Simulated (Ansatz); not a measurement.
# Stack of 2H-WSe2 under Zr2CO2 MXene, shifted by two thirds of the diagonal in a perpendicular field

Aim: how the stack of 2H-WSe2 under Zr2CO2 MXene, shifted by two thirds of the diagonal screens a field along its normal, and what the field does to its bands. A positive field points along +c.

Program: Ansatz 0.2.0. Level of theory: plane-wave DFT, PBE-D4, Ansatz PAW, in the first sound run; inputs show where later runs differ. Results are calculated unless marked as measured.

## Step 1: Set-up

The cell holds 8 atoms: 2 Se, 1 W, 2 O, 2 Zr and 1 C. Cell: a = 3.304 Å, b = 3.304 Å, c = 54.393 Å, α = 90.0°, β = 90.0°, γ = 120.0°. Regions: layer 1: 2H-WSe2, 3 atoms (2 Se and 1 W); layer 2: Zr2CO2 MXene, 5 atoms (2 O, 2 Zr and 1 C). Vacuum lies along c.

## Step 2: Relaxation

The starting cell is a guess, so the in-plane lattice and the atoms are relaxed first, with the slab cut off from its images along the normal.

input.yaml

```yaml
crystal:
  lattice:
    - [3.3045, 0.0, 0.0]
    - [-1.65225, 2.8617809468, 0.0]
    - [0.0, 0.0, 54.3932947311]
  atoms:
    - { symbol: Se, position: [0.3333333333, 0.6666666667, 0.3925116157] }
    - { symbol: W, position: [0.0, 0.0, 0.4268940516] }
    - { symbol: Se, position: [0.3333333333, 0.6666666667, 0.4612764874] }
    - { symbol: O, position: [0.0, 0.0, 0.5164303445] }
    - { symbol: Zr, position: [0.3333333333, 0.6666666667, 0.5381006924] }
    - { symbol: C, position: [0.6666666667, 0.3333333333, 0.5619593643] }
    - { symbol: Zr, position: [0.0, 0.0, 0.5858180363] }
    - { symbol: O, position: [0.3333333333, 0.6666666667, 0.6074883843] }
  periodic: [true, true, false]
kpoints:
  mp_grid: { grid: [12, 12, 1] }
hamiltonian:
  xc: pbe
  dispersion: d4
scf:
  occupations: { method: fermi_dirac, width: 0.05 }
  convergence: { dr2_threshold: 1.0e-09 }
relax:
  f_tol: 0.004
  max_steps: 90
  cell: {}
output:
  write_potential: true
  write_density: true
  volumetric_format: npy
```

On the command line:

```bash
ansatz run input.yaml --threads 4 --pin off --max-ram 6144MiB --backend cpu --events-out ev --progress --plain --runs-dir out
```

Numbers of over 12 decimals in the logs are rounded to 6 here.

Log:

```text
Warning: relax.cell: scf.convergence.dr2_threshold = 1e-9 eV is looser than the 1.69996098172e-10 eV advised for a relaxation that steers and ends on the stress (1e-10 eV for each atom of the cell: 8, times the square of relax.cell.stress_2d_tol = 0.05 N/m over 21.7 Å (the atoms' height at the walk's start and 5 Å past either face), 2.305e-2 GPa, over a crystal's default 0.05). What an SCF threshold leaves in a stress goes as its square root, and in the free energy as the threshold itself, and one threshold admits the most on a small cell: [figures from the program's tests cut] Set scf.convergence.dr2_threshold to 1.69996098172e-10 eV or tighter. [rest of the remark cut]
Engine: ansatz 0.2.0, aarch64-unknown-linux-gnu
Pseudopotentials: kind: paw
Pseudopotential: Se, paw, valence charge 16, recommended cutoff 420 eV (normal), Se.paw.azcp
Pseudopotential: W, paw, valence charge 14, recommended cutoff 420 eV (normal), W.paw.azcp
Pseudopotential: O, paw, valence charge 6, recommended cutoff 420 eV (normal), O.paw.azcp
Pseudopotential: Zr, paw, valence charge 12, recommended cutoff 420 eV (normal), Zr.paw.azcp
Pseudopotential: C, paw, valence charge 4, recommended cutoff 420 eV (normal), C.paw.azcp
Functional definition: PBE
  parameter kappa = 0.804
  parameter beta = 0.066725
  exchange = pbe_x(kappa = kappa, mu = beta*pi^2/3)
  correlation = pbe_c(beta = beta)
Crystal: 8 atoms, lattice volume = 514.384 Å³
Basis set: ecut = 420 eV, 10189 PW (Γ), exchange–correlation on 48×48×750 points (8 copies of the dense FFT grid, shifted against one another)
Bands: 52, of which v1, the nominal top of the filled ones, is band 43 counted from 1 (42 counted from 0)
Symmetry: 6 space group operations
Space group: P3m1 (ITA 156), of the structure as read, at distance tolerance 8.0e-5 Å
k-points: 19 of 144 (time reversal used)
Non-local potential: Se, projectors of the file, l = 0: 2, l = 1: 2, l = 2: 3, l = 3: 1
Non-local potential: W, projectors of the file, l = 0: 3, l = 1: 2, l = 2: 2, l = 3: 1
Non-local potential: O, projectors of the file, l = 0: 2, l = 1: 2, l = 2: 1
Non-local potential: Zr, projectors of the file, l = 0: 3, l = 1: 2, l = 2: 2, l = 3: 2
Non-local potential: C, projectors of the file, l = 0: 2, l = 1: 2, l = 2: 1
PAW form: soft (Blöchl's): semilocal exchange-correlation on the pseudo side does not see the compensation charge
PAW one-centre angular grid: Se, 590 points (default); XC on 64 Gauss nodes
PAW one-centre angular grid: W, 590 points (default); XC on 64 Gauss nodes
PAW one-centre angular grid: O, 110 points (default); XC on 64 Gauss nodes
PAW one-centre angular grid: Zr, 590 points (default); XC on 64 Gauss nodes
PAW one-centre angular grid: C, 110 points (default); XC on 64 Gauss nodes
Initial density: superposition of atomic densities (neutral atoms: chi_scale 0, normalization atom), corrected by the library's trained network
Initial wavefunctions: pseudopotential atomic-orbital guess
Functional: x = pbe(κ = 0.804, μ = 0.219515), c = pbe(β = 0.066725)
SCF iter   1: F=—  HF=-31085.001507 eV  |F-HF|=—  |Δ(HF+E_count)|=         —  Δρ=2.80e-3  dr2=9.21e-1  ethr=1.77e-3  ⟨swp⟩=11.9  Hψ=5616  notcnv=0  defer=2
preconditioner: auto → Resta (q_TF=auto, 2.025 Å⁻¹)  ε∞=2.6  [insulator: Δε(μ)=0.752 eV  Ē_g=8.290 eV  σ=0.050 eV  W_gap=1.00  n_scr=34 (ndim 8)  ℏωp=10.6 eV  f_vac=0.726  D(μ)=0.00/eV (n_scr^D=0)  ε∞_Penn≈2.6  vacuum switching on, ρ_ref=5.0e-3 e/Å³]
SCF iter   2: F=—  HF=-31085.597962 eV  |F-HF|=—  |Δ(HF+E_count)|=   5.96e-1  Δρ=1.26e-2  dr2=6.17e1  ethr=1.07e-3  ⟨swp⟩=4.0  Hψ=1679  notcnv=0  defer=41  recentre
preconditioner: auto → LDOS  [metal: Δε(μ)=0.037 eV  Ē_g=8.342 eV  σ=0.050 eV  W_gap=0.18  n_scr=34 (ndim 8)  ℏωp=10.6 eV  f_vac=0.727  D(μ)=6.44/eV (n_scr^D=26)  β→1.0]
SCF iter   3: F=—  HF=-31084.990482 eV  |F-HF|=—  |Δ(HF+E_count)|=   6.07e-1  Δρ=2.30e-3  dr2=7.85e-1  ethr=1.07e-3  ⟨swp⟩=3.9  Hψ=1584  notcnv=0  defer=37
SCF iter   4: F=—  HF=-31084.962860 eV  |F-HF|=—  |Δ(HF+E_count)|=   2.76e-2  Δρ=2.17e-3  dr2=7.16e-1  ethr=9.12e-4  ⟨swp⟩=1.7  Hψ=1194  notcnv=0  defer=37
SCF iter   5: F=—  HF=-31084.924084 eV  |F-HF|=—  |Δ(HF+E_count)|=   3.88e-2  Δρ=1.47e-3  dr2=4.02e-1  ethr=8.33e-4  ⟨swp⟩=1.9  Hψ=1091  notcnv=0  defer=39
SCF iter   6: F=—  HF=-31084.897752 eV  |F-HF|=—  |Δ(HF+E_count)|=   2.63e-2  Δρ=7.46e-4  dr2=3.53e-2  ethr=4.67e-4  ⟨swp⟩=2.2  Hψ=1314  notcnv=0  defer=44
SCF iter   7: F=—  HF=-31084.998516 eV  |F-HF|=—  |Δ(HF+E_count)|=   1.01e-1  Δρ=4.80e-3  dr2=7.76e0  ethr=4.10e-5  ⟨swp⟩=3.7  Hψ=2242  notcnv=0  defer=47
SCF iter   8: F=—  HF=-31084.902948 eV  |F-HF|=—  |Δ(HF+E_count)|=   9.56e-2  Δρ=1.15e-3  dr2=2.69e-1  ethr=4.10e-5  ⟨swp⟩=2.7  Hψ=1600  notcnv=0  defer=47
SCF iter   9: F=—  HF=-31084.896740 eV  |F-HF|=—  |Δ(HF+E_count)|=   6.21e-3  Δρ=4.54e-4  dr2=4.82e-3  ethr=4.10e-5  ⟨swp⟩=2.6  Hψ=1232  notcnv=0  defer=49
SCF iter  10: F=—  HF=-31084.898246 eV  |F-HF|=—  |Δ(HF+E_count)|=   1.51e-3  Δρ=4.97e-4  dr2=5.76e-2  ethr=5.61e-6  ⟨swp⟩=3.2  Hψ=1549  notcnv=0  defer=48  recentre
SCF iter  11: F=—  HF=-31084.896908 eV  |F-HF|=—  |Δ(HF+E_count)|=   1.34e-3  Δρ=2.37e-4  dr2=1.62e-2  ethr=5.61e-6  ⟨swp⟩=1.4  Hψ=1089  notcnv=0  defer=48
SCF iter  12: F=—  HF=-31084.896492 eV  |F-HF|=—  |Δ(HF+E_count)|=   4.17e-4  Δρ=4.14e-5  dr2=4.40e-4  ethr=5.61e-6  ⟨swp⟩=1.7  Hψ=1028  notcnv=0  defer=48
SCF iter  13: F=—  HF=-31084.896517 eV  |F-HF|=—  |Δ(HF+E_count)|=   2.55e-5  Δρ=4.84e-5  dr2=8.22e-4  ethr=5.11e-7  ⟨swp⟩=2.1  Hψ=1263  notcnv=0  defer=48
SCF iter  14: F=—  HF=-31084.896529 eV  |F-HF|=—  |Δ(HF+E_count)|=   1.16e-5  Δρ=5.71e-5  dr2=1.22e-3  ethr=5.11e-7  ⟨swp⟩=1.4  Hψ=1015  notcnv=0  defer=48
SCF iter  15: F=—  HF=-31084.896501 eV  |F-HF|=—  |Δ(HF+E_count)|=   2.71e-5  Δρ=3.23e-5  dr2=2.99e-4  ethr=5.11e-7  ⟨swp⟩=1.3  Hψ=990  notcnv=0  defer=48
SCF iter  16: F=—  HF=-31084.896491 eV  |F-HF|=—  |Δ(HF+E_count)|=   1.08e-5  Δρ=7.22e-6  dr2=1.04e-6  ethr=3.48e-7  ⟨swp⟩=1.6  Hψ=991  notcnv=0  defer=48
SCF iter  17: F=—  HF=-31084.896168 eV  |F-HF|=—  |Δ(HF+E_count)|=   3.23e-4  Δρ=8.38e-6  dr2=8.59e-7  ethr=1.21e-9  ⟨swp⟩=3.8  Hψ=2025  notcnv=0  defer=48
SCF iter  18: F=—  HF=-31084.896167 eV  |F-HF|=—  |Δ(HF+E_count)|=   1.69e-7  Δρ=1.82e-6  dr2=2.56e-8  ethr=9.98e-10  ⟨swp⟩=2.8  Hψ=1609  notcnv=0  defer=48
SCF iter  19: F=—  HF=-31084.896168 eV  |F-HF|=—  |Δ(HF+E_count)|=   4.02e-8  Δρ=1.70e-6  dr2=3.17e-8  ethr=2.98e-11  ⟨swp⟩=3.5  Hψ=2017  notcnv=0  defer=48
SCF iter  20: F=—  HF=-31084.896168 eV  |F-HF|=—  |Δ(HF+E_count)|=   2.14e-9  Δρ=7.75e-7  dr2=9.07e-9  ethr=2.98e-11  ⟨swp⟩=2.9  Hψ=1678  notcnv=0  defer=48
[...]
relax step   4: F+E_penalty+E_count = -31086.42406445 eV  Δ(F+E_penalty+E_count) = -7.866e-2 eV  max|allowed force component| = 1.727e-1 eV/Å  Δτ_max = 0.1929 Å  P = -1.020 N/m  Ω = 511.544 Å³  energy of the carried Pulay correction = +1.035e-3 eV  fix = [c, alpha, beta]  reactions: c -0.000 N/m  (15 SCF iters, accepted)
[...]
relax step   5: F+E_penalty+E_count = -31086.42759135 eV  Δ(F+E_penalty+E_count) = -3.527e-3 eV  max|allowed force component| = 5.990e-2 eV/Å  Δτ_max = 0.1058 Å  P = +0.123 N/m  Ω = 510.536 Å³  energy of the carried Pulay correction = +1.404e-3 eV  fix = [c, alpha, beta]  reactions: c +0.000 N/m  (13 SCF iters, accepted)
[...]
relax step   6: F+E_penalty+E_count = -31086.42835254 eV  Δ(F+E_penalty+E_count) = -7.612e-4 eV  max|allowed force component| = 3.769e-2 eV/Å  Δτ_max = 0.0461 Å  P = +0.040 N/m  Ω = 510.795 Å³  energy of the carried Pulay correction = +1.309e-3 eV  fix = [c, alpha, beta]  reactions: c +0.000 N/m  (13 SCF iters, accepted)
[...]
relax step   7: F+E_penalty+E_count = -31086.42846693 eV  Δ(F+E_penalty+E_count) = -1.144e-4 eV  max|allowed force component| = 1.069e-2 eV/Å  Δτ_max = 0.0062 Å  P = +0.004 N/m  Ω = 510.741 Å³  energy of the carried Pulay correction = +1.329e-3 eV  fix = [c, alpha, beta]  reactions: c +0.000 N/m  (10 SCF iters, accepted)
[...]
relax step   8: F+E_penalty+E_count = -31086.42847850 eV  Δ(F+E_penalty+E_count) = -1.157e-5 eV  max|allowed force component| = 8.930e-4 eV/Å  Δτ_max = 0.0027 Å  P = +0.001 N/m  Ω = 510.749 Å³  energy of the carried Pulay correction = +1.326e-3 eV  fix = [c, alpha, beta]  reactions: c +0.000 N/m  (9 SCF iters, accepted)
Initial wavefunctions: pseudopotential atomic-orbital guess (no wavefunctions were taken with the density)
iter 1 solved again at ethr=1.50e-7 eV; its pass at ethr=3.10e-3 eV (dr2=1.29e-4 eV) is discarded
SCF iter   1: F=—  HF=-31086.427390 eV  |F-HF|=—  |Δ(HF+E_count)|=         —  Δρ=1.88e-5  dr2=2.81e-7  ethr=1.50e-7  ⟨swp⟩=7.1  Hψ=10255  notcnv=0
preconditioner: auto → Resta (q_TF=auto, 2.027 Å⁻¹)  ε∞=2.4  [insulator: Δε(μ)=0.912 eV  Ē_g=9.031 eV  σ=0.050 eV  W_gap=1.00  n_scr=34 (ndim 8)  ℏωp=10.6 eV  f_vac=0.741  D(μ)=0.00/eV (n_scr^D=0)  ε∞_Penn≈2.4  vacuum switching on, ρ_ref=5.9e-3 e/Å³]
SCF iter   2: F=—  HF=-31086.427100 eV  |F-HF|=—  |Δ(HF+E_count)|=   2.90e-4  Δρ=9.51e-6  dr2=1.53e-7  ethr=3.27e-10  ⟨swp⟩=4.7  Hψ=2913  notcnv=0
SCF iter   3: F=—  HF=-31086.427100 eV  |F-HF|=—  |Δ(HF+E_count)|=   1.06e-7  Δρ=5.35e-6  dr2=6.67e-8  ethr=1.78e-10  ⟨swp⟩=2.9  Hψ=1607  notcnv=0
SCF iter   4: F=—  HF=-31086.427100 eV  |F-HF|=—  |Δ(HF+E_count)|=   2.52e-8  Δρ=9.89e-7  dr2=1.43e-8  ethr=7.75e-11  ⟨swp⟩=2.9  Hψ=1707  notcnv=0
SCF iter   5: F=—  HF=-31086.427100 eV  |F-HF|=—  |Δ(HF+E_count)|=  3.60e-10  Δρ=3.91e-7  dr2=2.13e-9  ethr=1.67e-11  ⟨swp⟩=3.0  Hψ=1471  notcnv=0
SCF iter   6: F=-31086.427100 eV  HF=-31086.427100 eV  |F-HF|=1.35e-9  |Δ(HF+E_count)|=  5.09e-11  Δρ=2.22e-7  dr2=1.05e-10  ethr=1.16e-12  ⟨swp⟩=17.6  Hψ=8161  notcnv=0
SCF 9 converged in 6 iterations: F = -31086.427100 eV  dr2 = 1.05e-10
relax step   9: F+E_penalty+E_count = -31086.42710041 eV  Δ(F+E_penalty+E_count) = +1.378e-3 eV  max|allowed force component| = 7.803e-4 eV/Å  Δτ_max = 0.0000 Å  P = -0.016 N/m  Ω = 510.749 Å³  fix = [c, alpha, beta]  reactions: c -0.000 N/m  stress off target by 1.61e-2 N/m on what of the cell is left free  SCF on the basis re-selected at this cell (its energy is not comparable with the rows above)  (6 SCF iters)
basis re-selected at this cell: Δ(F+E_penalty+E_count) = +1.378e-3 eV, ΔP = -0.017 N/m vs the last step (what re-selecting the basis moved, of the pressure what is left beyond the Pulay correction that the steps carried, after the strain that the cell walked since its last selection, with what the two solves' SCF thresholds leave and, on support functions, any second-order correction that the steps lacked; it is no m [...]
WARN: The output density's exchange-correlation potential varies sharply where the density is thin. Do not read a vacuum level from v_tot or v_xc, or from such a field of the output density. On a cell that repeats whose density bears no net charge and no dipole along the vacuum's axis use v_es (v_loc + v_h of the components); under efield.dipole_correction with no amplitude use v_es + v_field, which holds any externa [...]
SCF converged after 6 iterations
Free energy (F): -31086.427100 eV
Harris-Foulkes:  -31086.427100 eV  (|F-HF|=1.35e-9)
Internal energy: -31086.427094 eV  (E = F + TS)
E sigma→0 (E₀):  -31086.427097 eV
Entropy (-TS):   -0.000006 eV (-0.001 meV/atom)
Fermi energy:    -4.744157 eV
--- Per-component energies (eV) ---
  E_band       = -2541.043785
  E_kinetic    = 1798.674391
  E_local      = -669136.621227  (includes V_loc(G=0)·N_el)
  E_nonlocal   = -914.321654
  E_hartree    = 333352.698105
  E_xc         = -999.100811
  E_vxc        = -1071.128542  (∫ρ·V_xc dr)
  E_paw        = -18706.155587  (= ΣΔE_a)
  E_vpaw       = 76.953331  (= ΣTr[D̂ρ^β])
  E_aug_tail   = 0.003745  (compensation charges beyond the density's cutoff)
  E_ewald      = 323520.570271
  E_disp       = -2.174325  (pairwise vdW)
  E_smearing   = -0.000006  (= −TS)
  E_closure    = -0.000000  (closes the sum)
  Σ components = -31086.427100   (vs F -31086.427100, Δ=0.00e0)
--- Forces (eV/Å), atoms counted from 1 ---
  atom   1  Se     0.00000000     0.00000000     0.00034798
  atom   2  W      0.00000000    -0.00000000    -0.00009914
  atom   3  Se     0.00000000     0.00000000    -0.00001372
  atom   4  O      0.00000000    -0.00000000    -0.00050378
  atom   5  Zr    -0.00000000    -0.00000000     0.00057441
  atom   6  C      0.00000000    -0.00000000     0.00019958
  atom   7  Zr    -0.00000000     0.00000000     0.00027537
  atom   8  O      0.00000000     0.00000000    -0.00078021
  max |Σ_I F_I| component: 4.88e-7 eV/Å
--- 2D stress c σ (N/m, compression-positive) ---
       -0.016094       0.000000       0.000000
        0.000000      -0.016094      -0.000000
        0.000000      -0.000000      -0.000000
  P = ½ c Tr σ = -0.0161 N/m
--- Band table (eV; the first three rows and the last of 19) ---
  k-point 0: bands = [... 39 lower, -6.3575, -5.4498, -5.2364, -5.2364, -3.3844, -3.3844, -2.9517, -2.2180, ... 5 higher]
  k-point 1: bands = [... 39 lower, -6.2054, -5.7886, -5.4963, -5.4894, -3.3884, -3.0605, -2.8597, -2.4776, ... 5 higher]
  k-point 2: bands = [... 39 lower, -6.4665, -6.1332, -5.9299, -5.7328, -3.7020, -3.0368, -2.6258, -2.5535, ... 5 higher]
  k-point 18: bands = [... 39 lower, -7.5210, -7.4801, -7.4758, -5.1843, -3.5464, -3.0917, -2.3858, -2.3329, ... 5 higher]
  the weakly bound empty levels are not read free of the cell's end (no_gap_told)
--- Relaxed structure (8 steps of the walk, 8 accepted, 1 SCFs on fresh bases) ---
  F+E_penalty+E_count = -31086.42710041 eV   max|allowed force component| = 7.803e-4 eV/Å   (the final SCF, on the basis selected at the relaxed cell)
  cell:  # Å, volume = 510.7488 Å³
    - [3.292802, -4.328971658213354e-19, 0]
    - [-1.646401, 2.851651, 0]
    - [0, 0, 54.3932947311]
  atoms:
    - { symbol: Se, position: [0.333333, 0.666667, 0.402098] }
    - { symbol: W, position: [-7.954518214697395e-17, 1.7636355338020336e-17, 0.433003] }
    - { symbol: Se, position: [0.333333, 0.666667, 0.463830] }
    - { symbol: O, position: [-8.359674323004054e-17, 1.7636355338019778e-17, 0.515889] }
    - { symbol: Zr, position: [0.333333, 0.666667, 0.532651] }
    - { symbol: C, position: [0.666667, 0.333333, 0.558279] }
    - { symbol: Zr, position: [-8.44294030591239e-17, 1.7636355338019245e-17, 0.583909] }
    - { symbol: O, position: [0.333333, 0.666667, 0.600819] }
```

It took 3 min on 4 threads of Arm Neoverse V1, shared host; peak memory 1.2 GiB.

Step by step:

```tsv
step	energy less that of the first step (eV)	largest force component (eV/Å)	volume (Å³)
1	0.0000	4.8624	514.38
2	-1.3986	1.5686	509.34
3	-1.4492	0.3028	522.00
4	-1.5279	0.1727	511.54
5	-1.5314	0.0599	510.54
6	-1.5322	0.0377	510.80
7	-1.5323	0.0107	510.74
8	-1.5323	0.0009	510.75
9*	-1.5309	0.0008	510.75
```

Relaxation steps marked * repeat the geometry before them on a plane-wave basis chosen anew for their cell, so energy and pressure can jump there.

The run keeps the 6 symmetry operations that it works with, so distortions that break them were not tested.

```tsv
cell as run	before	after	change
a (Å)	3.304	3.293	-0.4 %
b (Å)	3.304	3.293	-0.4 %
```

The atoms that moved most (Å, along periodic axes as changes of fractional coordinates times the final cell, across vacuum about the mean position):

```tsv
atom	dx	dy	dz	length
Se1	0.000	0.000	0.521	0.521
O8	0.000	0.000	-0.363	0.363
W2	0.000	0.000	0.332	0.332
Zr5	0.000	0.000	-0.296	0.296
C6	0.000	0.000	-0.200	0.200
Se3	0.000	0.000	0.139	0.139
Zr7	0.000	0.000	-0.104	0.104
O4	0.000	0.000	-0.029	0.029
```

Final coordinates:

```cif
data_structure
_symmetry_space_group_name_H-M 'P 1'
_symmetry_Int_Tables_number 1
_cell_length_a 3.2928
_cell_length_b 3.2928
_cell_length_c 54.3933
_cell_angle_alpha 90.000
_cell_angle_beta 90.000
_cell_angle_gamma 120.000
_cell_volume 510.75
loop_
_atom_site_label
_atom_site_type_symbol
_atom_site_fract_x
_atom_site_fract_y
_atom_site_fract_z
_atom_site_occupancy
Se1 Se 0.33333 0.66667 0.40210 1
W2 W 0.00000 0.00000 0.43300 1
Se3 Se 0.33333 0.66667 0.46383 1
O4 O 0.00000 0.00000 0.51589 1
Zr5 Zr 0.33333 0.66667 0.53265 1
C6 C 0.66667 0.33333 0.55828 1
Zr7 Zr 0.00000 0.00000 0.58391 1
O8 O 0.33333 0.66667 0.60082 1
```

The lattice constant a goes from 3.304 to 3.293 Å.

[end of part 1 of 3]

[Logs are printed without paths, hosts, clocks, repeated set-up lines and the standing remarks that a program may print on its own settings, such as how far it seeks lower states.]

[Hosts, paths, dates, database ids (printed as entryN), source tags and the programs' standing remarks are cut or masked in the printed files.]

[Maps of the electrostatic potential energy from Ansatz leave out the sawtooth potential of an applied field or a dipole correction, so their vacuum need not be flat; planar profiles and work functions include it.]
